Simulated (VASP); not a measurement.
# Mg (P6_3/mmc) in VASP: notebook

One crystal, Mg, is run at these levels: revPBE+D3(BJ); tasks: relaxation of cell and atoms, electrostatic potential.

Program: VASP 6.6.1. These are calculated values, not measurements. Logs are shortened: lines on timing, memory, paths and dates and some standing lists are left out, and cuts for length are marked.

## Step 1: The crystal as given

Symmetry: P6_3/mmc, No. 194, hexagonal system. The conventional cell has a = 3.180 Å, b = 3.180 Å, c = 5.160 Å, α = 90.00°, β = 90.00°, γ = 120.00°. Mg (site symmetry -6m2) has 12 Mg at 3.17 to 3.18 Å as nearest neighbours.

The cell was built by a generator and needn't be a form met in nature.

## Step 2: Relaxation of cell and atoms, revPBE+D3(BJ)

File INCAR:

```
SYSTEM = Mg
  ALGO = Normal
  EDIFF = 1E-7
  EDIFFG = -0.005
  ENCUT = 600
  GGA = RE
  IBRION = 2
  ISIF = 3
  ISMEAR = 1
  IVDW = 12
  LASPH = .True.
  LCHARG = .False.
  LREAL = .False.
  LWAVE = .False.
  NELM = 120
  NSW = 60
  PREC = Accurate
  SIGMA = 0.1
```

File KPOINTS:

```
k-points
0
Gamma
  16 16 8
  0 0 0
```

File POSCAR:

```
Mg
1.0
    3.1800000000      0.0000000000      0.0000000000
   -1.5900000000      2.7539607800      0.0000000000
    0.0000000000      0.0000000000      5.1600000000
Mg
2
Direct
    0.3333333300      0.6666666700      0.2500000000
    0.6666666700      0.3333333300      0.7500000000
```

Potentials or basis: VASP PAW PBE potentials, release 64 (Mg).

Command:

```bash
$ cat potpaw_PBE.64/Mg/POTCAR > POTCAR
$ mpirun -np 1 vasp_std > vasp.out
```

OUTCAR:

```text
SYSTEM = Mg
   EDIFF = 1E-7
   EDIFFG = -0.005
   ENCUT = 600
   GGA = RE
   IBRION = 2
   ISIF = 3
   ISMEAR = 1
   IVDW = 12
   LASPH = .True.
   LREAL = .False.
   NELM = 120
   NSW = 60
   PREC = Accurate
 IVDW          = 12

 ion  position               nearest neighbor table
   1  0.333  0.667  0.250-   2 3.17   2 3.17   2 3.17   2 3.17   2 3.17   2 3.17
   2  0.667  0.333  0.750-   1 3.17   1 3.17   1 3.17   1 3.17   1 3.17   1 3.17

  LATTYP: Found a hexagonal cell.
 ALAT       =     3.1800000000
 C/A-ratio  =     1.6226415094

  Lattice vectors:

 A1 = (   3.1800000000,   0.0000000000,   0.0000000000)
 A2 = (  -1.5900000000,   2.7539607800,   0.0000000000)
 A3 = (   0.0000000000,   0.0000000000,   5.1600000000)

Analysis of symmetry for initial positions (statically):
=====================================================================
 Subroutine PRICEL returns:
 Original cell was already a primitive cell.

 Routine SETGRP: Setting up the symmetry group for a
 hexagonal supercell.

 Subroutine GETGRP returns: Found 24 space group operations
 (whereof 12 operations were pure point group operations)
 out of a pool of 24 trial point group operations.

The static configuration has the point symmetry D_3d.
 The point group associated with its full space group is D_6h.

Analysis of symmetry for dynamics (positions and initial velocities):
=====================================================================
 Subroutine PRICEL returns:
 Original cell was already a primitive cell.

 Routine SETGRP: Setting up the symmetry group for a
 hexagonal supercell.

 Subroutine GETGRP returns: Found 24 space group operations
 (whereof 12 operations were pure point group operations)
 out of a pool of 24 trial point group operations.

The dynamic configuration has the point symmetry D_3d.
 The point group associated with its full space group is D_6h.

 Subroutine INISYM returns: Found 24 space group operations
 (whereof 12 operations are pure point group operations),
 and found     1 'primitive' translations

----------------------------------------------------------------------------------------

                                     Primitive cell

  volume of cell :      45.1892

  direct lattice vectors                    reciprocal lattice vectors
     3.180000000  0.000000000  0.000000000     0.314465409  0.181556689  0.000000000
    -1.590000000  2.753960780  0.000000000     0.000000000  0.363113377  0.000000000
     0.000000000  0.000000000  5.160000000     0.000000000  0.000000000  0.193798450

  length of vectors
     3.180000000  3.179999997  5.160000000     0.363113377  0.363113377  0.193798450

  position of ions in fractional coordinates (direct lattice)
     0.333333330  0.666666670  0.250000000
     0.666666670  0.333333330  0.750000000

  ion indices of the primitive-cell ions
   primitive index   ion index
                 1           1
                 2           2

----------------------------------------------------------------------------------------

 KPOINTS: k-points

Automatic generation of k-mesh.
 Grid dimensions read from file:
 generate k-points for:   16   16    8

 Generating k-lattice:

  Cartesian coordinates                     Fractional coordinates (reciprocal lattice)
     0.019654088  0.011347293  0.000000000     0.062500000  0.000000000  0.000000000
     0.000000000  0.022694586  0.000000000     0.000000000  0.062500000  0.000000000
     0.000000000  0.000000000  0.024224806     0.000000000  0.000000000  0.125000000

  Length of vectors
     0.022694586  0.022694586  0.024224806

  Shift w.r.t. Gamma in fractional coordinates (k-lattice)
     0.000000000  0.000000000  0.000000000

 Subroutine IBZKPT returns following result:
 ===========================================

 Found    150 irreducible k-points:

 Following reciprocal coordinates:
            Coordinates               Weight
  0.000000  0.000000  0.000000      1.000000
  0.062500 -0.000000  0.000000      6.000000
  0.125000 -0.000000  0.000000      6.000000
  0.187500 -0.000000  0.000000      6.000000
  0.250000 -0.000000  0.000000      6.000000
  0.312500 -0.000000  0.000000      6.000000
[... 16 lines left out ...]
  0.187500  0.187500  0.000000      6.000000
  0.250000  0.187500  0.000000     12.000000
 [... further k-points ...]
   k-points           NKPTS =    150   k-points in BZ     NKDIM =    150   number of bands    NBANDS=      6
   number of dos      NEDOS =    301   number of ions     NIONS =      2
   total plane-waves  NPLWV =  32928
   dimension x,y,z NGX =    28 NGY =   28 NGZ =   42
   dimension x,y,z NGXF=    56 NGYF=   56 NGZF=   84
   ions per type =               2
   NGX,Y,Z   is equivalent  to a cutoff of  14.64, 14.64, 13.53 a.u.
   NGXF,Y,Z  is equivalent  to a cutoff of  29.28, 29.28, 27.06 a.u.
 SYSTEM =  Mg
   PREC   = accura    normal or accurate (medium, high low for compatibility)
   ISTART =      0    job   : 0-new  1-cont  2-samecut
   ICHARG =      2    charge: 1-file 2-atom 10-const
   ISPIN  =      1    spin polarized calculation?
   LNONCOLLINEAR =      F non collinear calculations
   LSORBIT =      F    spin-orbit coupling
   LASPH  =      T    aspherical Exc in radial PAW
   ENCUT  =  600.0 eV  44.10 Ry    6.64 a.u.   6.35  6.35 10.31*2*pi/ulx,y,z
   NELM   =    120;   NELMIN=  2; NELMDL= -5     # of ELM steps
   EDIFF  = 0.1E-06   stopping-criterion for ELM
   LREAL  =      F    real-space projection
   EDIFFG = -.5E-02   stopping-criterion for IOM
   NSW    =     60    number of steps for IOM
   IBRION =      2    ionic relax: 0-MD 1-quasi-New 2-CG
   NFREE  =      1    steps in history (QN), initial steepest desc. (CG)
   ISIF   =      3    stress and relaxation
   ISYM   =      2    0-nonsym 1-usesym 2-fastsym
   POTIM  = 0.5000    time-step for ionic-motion
   TEBEG  =    0.0;   TEEND  =   0.0 temperature during run
   PSTRESS=    0.0 pullay stress
   NELECT =       4.0000    total number of electrons
   NUPDOWN=      -1.0000    fix difference up-down
   EMIN   =  10.00;   EMAX   =-10.00  energy-range for DOS
   EFERMI =   0.00;   METHOD = LEGACY
   ISMEAR =     1;   SIGMA  =   0.10  broadening in eV -4-tet -1-fermi 0-gaus
   EFERMI_NEDOS =   21; number of points for ismear=-14 and -15
   IALGO  =     38    algorithm
   IMIX   =      4    mixing-type and parameters
     AMIX     =   0.40;   BMIX     =  1.00
     AMIX_MAG =   1.60;   BMIX_MAG =  1.00
  volume/ion in A,a.u.               =      22.59       152.48
  Fermi-wavevector in a.u.,A,eV,Ry     =   0.729597  1.378739  7.242550  0.532312
  Thomas-Fermi vector in A             =   1.821359
   LORBIT       =      0    0 simple, 1 ext, 2 COOP (PROOUT), +10 PAW based schemes
   GGA     = RE    functional components
   LHFCALC =     F    Hartree Fock is set to
   AEXX    =    0.0000 exact exchange contribution
   IVDW    =    12    specifies the selected vdW correction
   LEPSILON=     F    determine dielectric tensor
   LRPA    =     F    only Hartree local field effects (RPA)
 conjugate gradient relaxation of ions
 non-spin polarized calculation
 Methfessel and Paxton  Order N= 1 SIGMA  =   0.10
  energy-cutoff  :      600.00
  volume of cell :       45.19
 maximum number of plane-waves:      1528
 NGX is ok and might be reduce to    28
   NGX = 13   NGY = 13   NGZ = 21

--------------------------------------- Ionic step        1  -------------------------------------------

 number of electron       4.0000000 magnetization

 Free energy of the ion-electron system (eV)
  ---------------------------------------------------
  ext. energy  EPLUGINS =         0.00000000
  ---------------------------------------------------
  free energy    TOTEN  =        -2.70955415 eV

  energy without entropy =       -2.70921538  energy(sigma->0) =       -2.70944123

------------------------ aborting loop because EDIFF is reached ----------------------------------------

 Edisp (eV)   -1.10211

 E8    (eV) :    -0.7739

  FORCE on cell =-STRESS in cart. coord.  units (eV):
  Direction    XX          YY          ZZ          XY          YZ          ZX
  --------------------------------------------------------------------------------------
  -------------------------------------------------------------------------------------
  Total      -0.65508    -0.65508    -0.77147     0.00000     0.00000     0.00000
  in kB     -23.22579   -23.22579   -27.35251     0.00000     0.00000     0.00000
  external pressure =      -24.60 kB  Pullay stress =        0.00 kB
[... 181 lines left out ...]
  energy  without entropy=       -3.8352522856  energy(sigma->0) =       -3.83559105

--------------------------------------- Ionic step        6  -------------------------------------------

 number of electron       4.0000000 magnetization

 Free energy of the ion-electron system (eV)
  ---------------------------------------------------
  ext. energy  EPLUGINS =         0.00000000
  ---------------------------------------------------
  free energy    TOTEN  =        -2.65720647 eV

  energy without entropy =       -2.65674218  energy(sigma->0) =       -2.65705171

 E-fermi :   3.1827     XC(G=0):  -8.6687

 val. band max:        3.1805357502   @ k =   0.3125   0.3125   0.2500
 cond. band min:       3.1843678211   @ k =   0.3125   0.2500   0.2500
 fundamental gap:      0.0038320709
 Fermi energy:         3.1827100614

 k-point     1 :       0.0000    0.0000    0.0000
  band No.  band energies     occupation
      1      -4.1246      2.00000
      2       1.3818      2.00000
      3       2.0469      2.00000
      4      14.5189      0.00000
      5      14.5189      0.00000
      6      14.8166      0.00000

 k-point     2 :       0.0625   -0.0000    0.0000
  band No.  band energies     occupation
      1      -4.0438      2.00000
      2       1.4550      2.00000
      3       2.1245      2.00000
      4      12.8777      0.00000
      5      13.6695      0.00000
      6      14.4727      0.00000
[... 190 lines left out ...]
 k-point    24 :       0.2500    0.1875    0.0000
  band No.  band energies     occupation
      1      -1.1829      2.00000
      2       4.0993     -0.00000
      3       4.2184     -0.00000
      4       5.3398      0.00000
      5       6.6870      0.00000
      6       9.9907      0.00000

 [... further k-points ...]

------------------------ aborting loop because EDIFF is reached ----------------------------------------

 Edisp (eV)   -1.17859

 E8    (eV) :    -0.8271

  FORCE on cell =-STRESS in cart. coord.  units (eV):
  Direction    XX          YY          ZZ          XY          YZ          ZX
  --------------------------------------------------------------------------------------
  -------------------------------------------------------------------------------------
  Total       0.00985     0.00985     0.00718     0.00000    -0.00000     0.00000
  in kB       0.37356     0.37356     0.27254     0.00000    -0.00000     0.00000
  external pressure =        0.34 kB  Pullay stress =        0.00 kB
[... 17 lines left out ...]
  FREE ENERGIE OF THE ION-ELECTRON SYSTEM (eV)
  ---------------------------------------------------
  free  energy   TOTEN  =        -3.8357992302 eV

  energy  without entropy=       -3.8353349376  energy(sigma->0) =       -3.83564447

 reached required accuracy - stopping structural energy minimisation
```

Wall time 3.2 min (1 thread of Intel Xeon Platinum 8375C at 2.90GHz (Ice Lake), shared host); peak memory 0.23 GiB.

What came out:

| Item | Value |
| --- | --- |
| Free energy | -3.8358 eV |
| Relaxed volume | 21.12 Å³/atom |
| Relaxed cell | a = 3.118 Å, b = 3.118 Å, c = 5.017 Å, α = 90.00°, β = 90.00°, γ = 120.00° |
| Space group after relaxing (to 0.05 Å) | P6_3/mmc (No. 194) |
| Energy gained by relaxing | 12.1 meV/atom |
| Ionic steps | 6 |
| Pressure after relaxing | 0.0 GPa |
| Band gap on the k mesh | none (metal or under the smearing width) |
| Dispersion energy per atom | -0.589 eV |

Step by step:
| step | energy change (eV) | largest force (eV/Å) | pressure (GPa) | volume (Å³) |
| --- | --- | --- | --- | --- |
| 1 | 0.0000 | 0.0000 | -2.46 | 45.19 |
| 2 | -0.0225 | 0.0000 | -0.66 | 42.96 |
| 3 | -0.0240 | 0.0000 | -0.02 | 42.29 |
| 4 | -0.0240 | 0.0000 | 0.04 | 42.23 |
| 5 | -0.0241 | 0.0000 | 0.03 | 42.23 |
| 6 | -0.0241 | 0.0000 | 0.03 | 42.24 |

Final structure:
```cif
data_structure
_symmetry_space_group_name_H-M 'P 1'
_symmetry_Int_Tables_number 1
_cell_length_a 3.1180
_cell_length_b 3.1180
_cell_length_c 5.0166
_cell_angle_alpha 90.000
_cell_angle_beta 90.000
_cell_angle_gamma 120.000
_cell_volume 42.24
loop_
_atom_site_label
_atom_site_type_symbol
_atom_site_fract_x
_atom_site_fract_y
_atom_site_fract_z
_atom_site_occupancy
Mg1 Mg 0.33333 0.66667 0.25000 1
Mg2 Mg 0.66667 0.33333 0.75000 1
```

Caveat: the PAW data sets were made with another functional, which shifts forces and pressure a little; pairwise dispersion overbinds metals, which lowers pressure and volume.

## Step 3: Electrostatic potential, revPBE+D3(BJ)

This run uses another cell than the first one, of 21.12 Å³/atom, 0.935 times its volume.

File INCAR:

```
SYSTEM = Mg
PREC = Accurate
ENCUT = 520
EDIFF = 1E-7
ISMEAR = 1
SIGMA = 0.1
LREAL = .False.
LASPH = .True.
NELM = 80
ALGO = Normal
ISIF = 2
LWAVE = .False.
LCHARG = .True.
GGA = RE
IVDW = 12
LVHAR = .True.
```

File KPOINTS:

```
regular mesh
0
Gamma
  16 16 8
  0 0 0
```

File POSCAR:

```
Mg                                      
1.0
    3.1179792720      0.0000000000      0.0000000000
   -1.5589896360      2.7002492543     -0.0000000000
    0.0000000000      0.0000000000      5.0165509754
  Mg            
     2
Direct
     0.3333333300000021    0.6666666699999979    0.2500000000000000
     0.6666666699999979    0.3333333300000021    0.7500000000000000
```

Potentials or basis: VASP PAW PBE potentials, release 64 (Mg).

Command:

```bash
$ cat potpaw_PBE.64/Mg/POTCAR > POTCAR
$ mpirun -np 1 vasp_std > vasp.out
```

OUTCAR:

```text
SYSTEM = Mg
   PREC = Accurate
   ENCUT = 520
   EDIFF = 1E-7
   ISMEAR = 1
   LREAL = .False.
   LASPH = .True.
   NELM = 80
   ISIF = 2
   GGA = RE
   IVDW = 12
 IVDW          = 12

 ion  position               nearest neighbor table
   1  0.333  0.667  0.250-   2 3.09   2 3.09   2 3.09   2 3.09   2 3.09   2 3.09
   2  0.667  0.333  0.750-   1 3.09   1 3.09   1 3.09   1 3.09   1 3.09   1 3.09

  LATTYP: Found a hexagonal cell.
 ALAT       =     3.1179792720
 C/A-ratio  =     1.6089109445

  Lattice vectors:

 A1 = (   3.1179792720,   0.0000000000,   0.0000000000)
 A2 = (  -1.5589896360,   2.7002492543,   0.0000000000)
 A3 = (   0.0000000000,   0.0000000000,   5.0165509754)

Analysis of symmetry for initial positions (statically):
=====================================================================
 Subroutine PRICEL returns:
 Original cell was already a primitive cell.

 Routine SETGRP: Setting up the symmetry group for a
 hexagonal supercell.

 Subroutine GETGRP returns: Found 24 space group operations
 (whereof 12 operations were pure point group operations)
 out of a pool of 24 trial point group operations.

[... 168 lines left out ...]
 val. band max:        3.1807812782   @ k =   0.3125   0.3125   0.2500
 cond. band min:       3.1845959719   @ k =   0.3125   0.2500   0.2500
 fundamental gap:      0.0038146938
 Fermi energy:         3.1829436450

 k-point     1 :       0.0000    0.0000    0.0000
  band No.  band energies     occupation
      1      -4.1244      2.00000
      2       1.3821      2.00000
      3       2.0472      2.00000
      4      14.5193      0.00000
      5      14.5193      0.00000
      6      14.8170      0.00000
[... 199 lines left out ...]
 k-point    24 :       0.2500    0.1875    0.0000
  band No.  band energies     occupation
      1      -1.1827      2.00000
      2       4.0995     -0.00000
      3       4.2187     -0.00000
      4       5.3400      0.00000
      5       6.6873      0.00000
      6       9.9910      0.00000

 [... further k-points ...]

------------------------ aborting loop because EDIFF is reached ----------------------------------------

 Edisp (eV)   -1.17859

 E8    (eV) :    -0.8271

  FORCE on cell =-STRESS in cart. coord.  units (eV):
  Direction    XX          YY          ZZ          XY          YZ          ZX
  --------------------------------------------------------------------------------------
  -------------------------------------------------------------------------------------
  Total       0.01013     0.01013     0.00742     0.00000    -0.00000     0.00000
  in kB       0.38434     0.38434     0.28148     0.00000    -0.00000     0.00000
  external pressure =        0.35 kB  Pullay stress =        0.00 kB

 VOLUME and BASIS-vectors are now :
 -----------------------------------------------------------------------------
  energy-cutoff  :      520.00
  volume of cell :       42.24
      direct lattice vectors                 reciprocal lattice vectors
     3.117979272  0.000000000  0.000000000     0.320720541  0.185168091  0.000000000
    -1.558989636  2.700249254  0.000000000     0.000000000  0.370336182  0.000000000
     0.000000000  0.000000000  5.016550975     0.000000000  0.000000000  0.199340145

 POSITION                                       TOTAL-FORCE (eV/Angst)
 -----------------------------------------------------------------------------------
     -0.00000      1.80017      1.25414         0.000000     -0.000000      0.000000
      1.55899      0.90008      3.76241        -0.000000      0.000000      0.000000
 -----------------------------------------------------------------------------------
    total drift:                                0.000000     -0.000000      0.000000

  FREE ENERGIE OF THE ION-ELECTRON SYSTEM (eV)
  ---------------------------------------------------
  free  energy   TOTEN  =        -3.8355561774 eV

  energy  without entropy=       -3.8350918812  energy(sigma->0) =       -3.83540141
```

Wall time 33 s (1 thread of Intel Xeon Platinum 8375C at 2.90GHz (Ice Lake), shared host); peak memory 0.19 GiB.

What came out:

```yaml
Free_energy: -3.8356 eV
Pressure: 0.0 GPa
Band_gap_on_the_k_mesh: none (metal or under the smearing width)
Dispersion_energy_per_atom: -0.589 eV
```

Levels at points of the mesh, in eV from the Fermi level:
| k point | band 1 | band 2 | band 3 | band 4 | band 5 | band 6 |
| --- | --- | --- | --- | --- | --- | --- |
| (0.00, 0.00, 0.00) | -7.31 | -1.80 | -1.14 | 11.34 | 11.34 | 11.63 |
| (0.50, 0.00, 0.00) | -2.34 | -2.24 | 2.79 | 3.04 | 3.61 | 3.94 |
| (0.00, 0.00, 0.50) | -5.82 | -5.82 | 5.43 | 5.43 | 12.10 | 12.10 |
| (0.50, 0.00, 0.50) | -1.23 | -1.23 | -0.43 | -0.43 | 8.30 | 8.40 |

Caveat: the PAW data sets were made with another functional, which shifts forces and pressure a little; pairwise dispersion overbinds metals, which lowers pressure and volume.
